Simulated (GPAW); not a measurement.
# Sb (Pm-3m) in GPAW: single point with PBE

Aim: the single point of Sb with PBE.

Everything below comes from runs of GPAW 26.7.0. Logs are shortened: lines on timing, memory, paths and dates and some standing lists are left out, and cuts for length are marked. The log counts tension as positive stress, the text compression.

## Step 1: The structure

Symmetry: Pm-3m, No. 221, cubic system. Conventional cell: a = 3.160 Å, b = 3.160 Å, c = 3.160 Å, α = 90.00°, β = 90.00°, γ = 90.00°. Around Sb (site symmetry m-3m) lie 6 Sb at 3.16 Å.

This isn't the form of Sb at room conditions, which is rhombohedral.

## Step 2: Single point, PBE

Input file Sb.cif:

```cif
data_Sb
_cell_length_a 3.16000000
_cell_length_b 3.16000000
_cell_length_c 3.16000000
_cell_angle_alpha 90.00000000
_cell_angle_beta 90.00000000
_cell_angle_gamma 90.00000000
_space_group_name_H-M_alt 'P1'
_space_group_name_Hall 'P 1'
_space_group_IT_number 1
loop_
_space_group_symop_operation_xyz
'x,y,z'
loop_
_atom_site_label
_atom_site_type_symbol
_atom_site_symmetry_multiplicity
_atom_site_Wyckoff_symbol
_atom_site_fract_x
_atom_site_fract_y
_atom_site_fract_z
_atom_site_occupancy
Sb1 Sb 1 a 0.0000000000 0.0000000000 0.0000000000 1
```

Potentials or basis: GPAW PAW data sets (gpaw-data 1.2.1), pw.

Started as:

```
OMP_NUM_THREADS=1 gpaw run Sb.cif -p 'mode=PW(600),xc=PBE,kpts={size:(8,8,8),gamma:True},occupations={name:fermi-dirac,width:0.05},nbands=15,convergence={density:1e-05,energy:1e-05},maxiter=150,txt=gpaw.txt' --properties efs -w gs.gpw
```

What it wrote:

```text
__  _  _
 | _ |_)|_||  |
 |__||  | ||/\| - 26.7.0

Input parameters:
  mode=PW(ecut=600.0),
  convergence={'density': 1e-05, 'energy': 1e-05},
  kpts=MonkhorstPack(size=[8, 8, 8], gamma=True),
  maxiter=150,
  nbands=15,
  occupations=Occupations(name='fermi-dirac', width=0.05),
  xc=XC(name='PBE')

Diagonalizing LCAO Hamiltonian
Converting LCAO to pw mode
   .-------.
  /|       |
 * |       |
 | |       |
 | .-------.
 |/       /
 Sb------*

Atoms  # Å, Bohr magnetons
|   | symbol |        x |        y |        z |    initial magnetic moments |
|---|--------|----------|----------|----------|-----------------------------|
| 0 |     Sb | 0.000000 | 0.000000 | 0.000000 | ( 0.0000,  0.0000,  0.0000) |

Unit cell  # Å
| periodic |        x |        y |        z |  lengths |    angles |
|----------|----------|----------|----------|----------|-----------|
|      yes | 3.160000 | 0.000000 | 0.000000 | 3.160000 | 90.000000 |
|      yes | 0.000000 | 3.160000 | 0.000000 | 3.160000 | 90.000000 |
|      yes | 0.000000 | 0.000000 | 3.160000 | 3.160000 | 90.000000 |

Number of symmetries: 48
Symmetry operations  # r_c * U_cc + t_c -> r_c
|    | kind |            matrix            |
|----|------|------------------------------|
|  0 |  E   |  1, 0, 0,  0, 1, 0,  0, 0, 1 |
|  1 |  σ   |  1, 0, 0,  0, 1, 0,  0, 0,-1 |
|  2 |  σ   |  1, 0, 0,  0, 0, 1,  0, 1, 0 |
|  3 |  C4  |  1, 0, 0,  0, 0, 1,  0,-1, 0 |
|  4 |  C4  |  1, 0, 0,  0, 0,-1,  0, 1, 0 |
|  5 |  σ   |  1, 0, 0,  0, 0,-1,  0,-1, 0 |
|  6 |  σ   |  1, 0, 0,  0,-1, 0,  0, 0, 1 |
|  7 |  C2  |  1, 0, 0,  0,-1, 0,  0, 0,-1 |
|  8 |  σ   |  0, 1, 0,  1, 0, 0,  0, 0, 1 |
|  9 |  C2  |  0, 1, 0,  1, 0, 0,  0, 0,-1 |
| 10 |  C3  |  0, 1, 0,  0, 0, 1,  1, 0, 0 |
| 11 |  S6  |  0, 1, 0,  0, 0, 1, -1, 0, 0 |
| 12 |  S6  |  0, 1, 0,  0, 0,-1,  1, 0, 0 |
| 13 |  C3  |  0, 1, 0,  0, 0,-1, -1, 0, 0 |
| 14 |  C4  |  0, 1, 0, -1, 0, 0,  0, 0, 1 |
| 15 |  S4  |  0, 1, 0, -1, 0, 0,  0, 0,-1 |
| 16 |  C3  |  0, 0, 1,  1, 0, 0,  0, 1, 0 |
| 17 |  S6  |  0, 0, 1,  1, 0, 0,  0,-1, 0 |
| 18 |  σ   |  0, 0, 1,  0, 1, 0,  1, 0, 0 |
| 19 |  C4  |  0, 0, 1,  0, 1, 0, -1, 0, 0 |
| 20 |  C2  |  0, 0, 1,  0,-1, 0,  1, 0, 0 |
| 21 |  S4  |  0, 0, 1,  0,-1, 0, -1, 0, 0 |
| 22 |  S6  |  0, 0, 1, -1, 0, 0,  0, 1, 0 |
| 23 |  C3  |  0, 0, 1, -1, 0, 0,  0,-1, 0 |
| 24 |  S6  |  0, 0,-1,  1, 0, 0,  0, 1, 0 |
| 25 |  C3  |  0, 0,-1,  1, 0, 0,  0,-1, 0 |
| 26 |  C4  |  0, 0,-1,  0, 1, 0,  1, 0, 0 |
| 27 |  σ   |  0, 0,-1,  0, 1, 0, -1, 0, 0 |
| 28 |  S4  |  0, 0,-1,  0,-1, 0,  1, 0, 0 |
| 29 |  C2  |  0, 0,-1,  0,-1, 0, -1, 0, 0 |
| 30 |  C3  |  0, 0,-1, -1, 0, 0,  0, 1, 0 |
| 31 |  S6  |  0, 0,-1, -1, 0, 0,  0,-1, 0 |
| 32 |  C4  |  0,-1, 0,  1, 0, 0,  0, 0, 1 |
| 33 |  S4  |  0,-1, 0,  1, 0, 0,  0, 0,-1 |
| 34 |  S6  |  0,-1, 0,  0, 0, 1,  1, 0, 0 |
| 35 |  C3  |  0,-1, 0,  0, 0, 1, -1, 0, 0 |
| 36 |  C3  |  0,-1, 0,  0, 0,-1,  1, 0, 0 |
| 37 |  S6  |  0,-1, 0,  0, 0,-1, -1, 0, 0 |
| 38 |  σ   |  0,-1, 0, -1, 0, 0,  0, 0, 1 |
| 39 |  C2  |  0,-1, 0, -1, 0, 0,  0, 0,-1 |
| 40 |  σ   | -1, 0, 0,  0, 1, 0,  0, 0, 1 |
| 41 |  C2  | -1, 0, 0,  0, 1, 0,  0, 0,-1 |
| 42 |  C2  | -1, 0, 0,  0, 0, 1,  0, 1, 0 |
| 43 |  S4  | -1, 0, 0,  0, 0, 1,  0,-1, 0 |
| 44 |  S4  | -1, 0, 0,  0, 0,-1,  0, 1, 0 |
| 45 |  C2  | -1, 0, 0,  0, 0,-1,  0,-1, 0 |
| 46 |  C2  | -1, 0, 0,  0,-1, 0,  0, 0, 1 |
| 47 |  i   | -1, 0, 0,  0,-1, 0,  0, 0,-1 |

BZ-sampling:
  Number of BZ points: 512
  Number of IBZ points: 35

  Monkhorst-Pack size: [8, 8, 8]
  Monkhorst-Pack shift: [0.0625, 0.0625, 0.0625]

K-points  # in reciprocal-cell coordinates
|     |                                coordinates |     weight |
|-----|--------------------------------------------|------------|
|   0 | (  0.00000000,   0.00000000,   0.00000000) | 0.00195312 |
|   1 | (  0.12500000,   0.00000000,   0.00000000) | 0.01171875 |
|   2 | (  0.12500000,   0.12500000,   0.00000000) | 0.02343750 |
|   3 | (  0.12500000,   0.12500000,   0.12500000) | 0.01562500 |
|   4 | (  0.25000000,   0.00000000,   0.00000000) | 0.01171875 |
|   5 | (  0.25000000,   0.12500000,   0.00000000) | 0.04687500 |
|   6 | (  0.25000000,   0.12500000,   0.12500000) | 0.04687500 |
|   7 | (  0.25000000,   0.25000000,   0.00000000) | 0.02343750 |
|   8 | (  0.25000000,   0.25000000,   0.12500000) | 0.04687500 |
|   9 | (  0.25000000,   0.25000000,   0.25000000) | 0.01562500 |
| ... |                                            |            |
|  34 | (  0.50000000,   0.50000000,   0.50000000) | 0.00195312 |

Plane wave coefficients: 1074
Cutoff: 600.0 eV

Spin-components: 1 (collinear spins)
Bands:           15
Projectors:      6
Spin-degeneracy: 2
Datatype:        complex128

Density:
  Valence electrons: 15.0
  Components: 1
  Grid points: [18 18 18]
  Charge: 0.0  # |e|

Potential:
  Grid points: [18 18 18]

species:
  Sb:
    name:    Antimony
    Z:       51.0
    valence: 15
    core:    36
    charge:  0.0  # [|e|]
    compensation charges:
      type: gauss
      rc: 0.36  # [Å]
      lmax: 2
    cutoffs:
      filter: 2.23  # [Å]
      core: 2.23  # [Å]
    projectors
    | kind |    occ | energy [eV] | rcut [Å] |
    |------|--------|-------------|----------|
    |   5s |  2.000 |     -12.815 |    1.154 |
    |   5p |  3.000 |      -4.830 |    1.233 |
    |   4d | 10.000 |     -33.514 |    1.196 |
    |    s |        |      14.396 |    1.154 |
    |    p |        |      22.381 |    1.233 |
    |    d |        |      -6.303 |    1.196 |

    Using partial waves for Sb as LCAO basis

Reference energy: -176281.558248  # eV

eigensolver:
  PPCG
  Converge bands: occupied
  niter=2

density mixing:
  MSR1-Mixer
  Pratt-step length: 0.05
  Maximum mixing coefficient: 0.75
  Old densities: 10
  SVD Regularization: 0.005
  Good broyden scale: 1.0
  Trust region scale: 1.0
  Backstep threshold: 4.0
  History deletion threshold: 6.0
  Fourier metric: weight=20.0, sigma=0.015

occupation numbers:
  Fermi-Dirac:
    width: 0.0500  # eV

poisson solver:
  ecut: 4800.0  # eV

xc functional:
[... 9 lines left out ...]
|iter     | |      energy | eigst |  dens |
|---------|-|-------------|-------|-------|
|iter:   1| |   -4.328424 | +0.10 |       |
|iter:   2| |   -4.331040 | -2.10 | -1.78 |
|iter:   3| |   -4.334210 | -2.83 | -1.80 |
|iter:   4| |   -4.335250 | -3.56 | -2.30 |
|iter:   5| |   -4.335326 | -4.91 | -3.03 |
|iter:   6| |   -4.335334c| -6.25 | -3.67 |
|iter:   7| |   -4.335334c| -7.30 | -4.35 |
|iter:   8| |   -4.335334c| -8.02c| -5.04c|

Converged in 8 steps
Energy contributions relative to reference atoms: (reference = -176281.558248)

Energy contributions:
  Kinetic:          -2.312212
  Coulomb:           1.138213
  Zero:              0.181060
  External:          0.000000
  Xc:               -3.338773
  Entropy:          -0.007245
  Spinorbit:         0.000000
  ----------------------------
  Free energy:      -4.338956
  Extrapolated:     -4.335334

dipole moment: (-11.419733, -11.419733, -11.419733)  # |e|*Ang

Fermi level: 6.061
Eigenvalues  # (at kpt = [0.000, 0.000, 0.000])
| band index |      eig [eV] | occ [0-2] |
|------------|---------------|-----------|
|          0 |       -23.023 |     2.000 |
|          1 |       -23.023 |     2.000 |
|          2 |       -22.881 |     2.000 |
|          3 |       -22.881 |     2.000 |
|          4 |       -22.881 |     2.000 |
|          5 |        -5.838 |     2.000 |
|          6 |         9.229 |     0.000 |
|          7 |         9.229 |     0.000 |
|          8 |         9.229 |     0.000 |
|          9 |        13.161 |     0.000 |
|         10 |        13.161 |     0.000 |
|         11 |        14.043 |     0.000 |
|         12 |        26.321 |     0.000 |
|         13 |        26.340 |     0.000 |
|         14 |        26.348 |     0.000 |

No gap
No difference between direct/indirect transitions

Forces  # eV/Ang
|       x |       y |       z |
|---------|---------|---------|
| 0.00000 | 0.00000 | 0.00000 |  # Sb   0

Stress tensor  # eV/Ang^3
|        x |        y |        z |
|----------|----------|----------|
| 0.015562 | 0.000000 | 0.000000 |
| 0.000000 | 0.015562 | 0.000000 |
| 0.000000 | 0.000000 | 0.015562 |

# Writing to gs.gpw (mode='')
```

Wall time 6.3 s (1 thread of Intel Xeon Platinum 8559C (Emerald Rapids), shared host); peak memory 0.14 GiB.

Results:

```
Free energy            : -4.3390 eV
Pressure               : -2.5 GPa
Band gap on the k mesh : none (metal or under the smearing width)
```

The run has no spin-orbit coupling, so splittings on Sb are missing.

## Step 3: For comparison

An earlier run on the cell as given: functional PBE; potentials or basis GPAW PAW data sets (gpaw-data 1.2.1); cutoff 600 eV; basis pw; k mesh 8 × 8 × 8; occupations fermi-dirac, width 0.05 eV; no spin polarisation.

- Pressure: -2.5 GPa
- Band gap on the k mesh: none (metal or under the smearing width)
